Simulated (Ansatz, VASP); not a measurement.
## One calculation of Si5Se, two programs

```
Si Se
1.0
     0.00000    3.66484    3.66484
     3.66484    0.00000    3.66484
     3.66484    3.66484    0.00000
Si Se
5 1
Direct
  0.37506 0.37506 0.87483
  0.37506 0.87483 0.37506
  0.87483 0.37506 0.37506
  0.37506 0.37506 0.37506
  0.75000 0.75000 0.75000
  0.00000 0.00000 0.00000
```

Change from the starting cell: species swapped into the Be5Au type (F-43m, No. 216).

Alike in both runs: functional PBE; k mesh 10 × 10 × 10; occupations gaussian, width 0.1 eV; no spin polarisation.

Ansatz relaxed the structure, and its values are those at the end. VASP's run is a single point on that final structure, the one shown.

```csv
,VASP,Ansatz
version,VASP 6.6.1,Ansatz 0.2.0
potentials or method,"VASP PAW PBE potentials, release 64 (Si, Se)","scalar-relativistic, plane waves, PAW"
plane-wave cutoff (eV),520,420
valence electrons in the cell,26,36
```

```csv
,VASP,Ansatz,Ansatz less VASP
gap on the k mesh at the Fermi level (eV),none,none,-
pressure (GPa),0.0,0.0,+0.01
```

A gap of «none» marks a metal or a gap that the smearing closes. With one functional, cell and mesh, what is left measures potentials, basis and numerics. The two sets of potentials don't hold the same shells in valence.
